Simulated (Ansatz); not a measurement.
# Nb: properties at the relaxed cell

An exercise on one series of results from a longer session: the logs are not shown, and one member is left open.

This is Nb in the fcc structure; at room conditions it is bcc.

Method: DFT PBEsol, scalar-relativistic, plane waves, PAW, in Ansatz 0.2.0.

1 further run of the same task is left out (set aside as unsound or not needed).

## The starting structure

Symmetry: Fm-3m, No. 225, cubic system. Conventional cell: a = 4.170 Å, b = 4.170 Å, c = 4.170 Å, α = 90.00°, β = 90.00°, γ = 90.00°. Nb (site symmetry m-3m) is surrounded by 12 Nb at 2.95 Å.

As a file:

```xyz
1
Lattice="0.0000 2.0852 2.0852 2.0852 0.0000 2.0852 2.0852 2.0852 0.0000" Properties=species:S:1:pos:R:3 pbc="T T T"
Nb    0.0000    0.0000    0.0000
```

This cell was relaxed beforehand with the same method: volume 18.13 Å³/atom, gap on the mesh none (metal).

Set-up of the first run:

File input.yaml:

```yaml
crystal:
  lattice:
    - [0.0, 2.0852054918, 2.0852054918]
    - [2.0852054918, 0.0, 2.0852054918]
    - [2.0852054918, 2.0852054918, 0.0]
  atoms:
    - { symbol: Nb, position: [0.0, 0.0, 0.0] }
basis:
  ecutwfc: 420
kpoints:
  mp_grid: { grid: [18, 18, 18] }
  band_path:
    path:
      - [[0.0, 0.0, 0.0], [0.5, 0.0, 0.5], [0.625, 0.25, 0.625]]
      - [[0.375, 0.375, 0.75], [0.0, 0.0, 0.0], [0.5, 0.5, 0.5], [0.5, 0.25, 0.75], [0.5, 0.0, 0.5]]
    npoints: 14
hamiltonian:
  xc: pbesol
scf:
  occupations: { method: gaussian, width: 0.1 }
  n_extra_bands: 6
output:
  forces: true
  stress: true
  eigenvalues: true
  populations: true
  dos: { projected: true, de: 0.02, nscf_kmesh: { grid: [27, 27, 27] } }
  bader: true
  write_density: true
  write_potential: true
  elf: true
  volumetric_format: npy
```

Started as:

```bash
> ansatz run input.yaml --threads 1 --pin off --max-ram 2560MiB --backend cpu --events-out ev --progress --plain --runs-dir out
```

Among the steps run: Bands, states and charges; Point at V/V0 = 0.97; The cell scaled to 1.03 of its volume; Volume × 0.94; The cell scaled to 1.06 of its volume.

One of the session's tables, all rows but one given; the rest of the session is left out.

It belongs to the step «Equation of state». 

| volume (Å³/atom) | energy above the lowest point (meV/atom) | pressure (GPa) |
| --- | --- | --- |
| 17.045 | 39.1 | 12.06 |
| 17.589 | 9.3 | 5.62 |
| 18.133 | 0.0 | 0.00 |
| 18.677 | ? | ? |
| 19.221 | 32.8 | -9.18 |

**Question.** Estimate the row for volume (Å³/atom) = 18.677.

Worked estimate for «energy above the lowest point (meV/atom)». A straight line through the neighbours (18.133, 0.0) and (19.221, 32.8) gives 0.0 + (32.8 − 0.0) × (18.677 − 18.133) / (19.221 − 18.133) = 16.4; a parabola fitted to 3 rows on both sides gives 7.8.

The run gave: energy above the lowest point (meV/atom): 8.6; pressure (GPa): -4.91. In «energy above the lowest point (meV/atom)» the line misses by +7.8 and the parabola by -0.8.
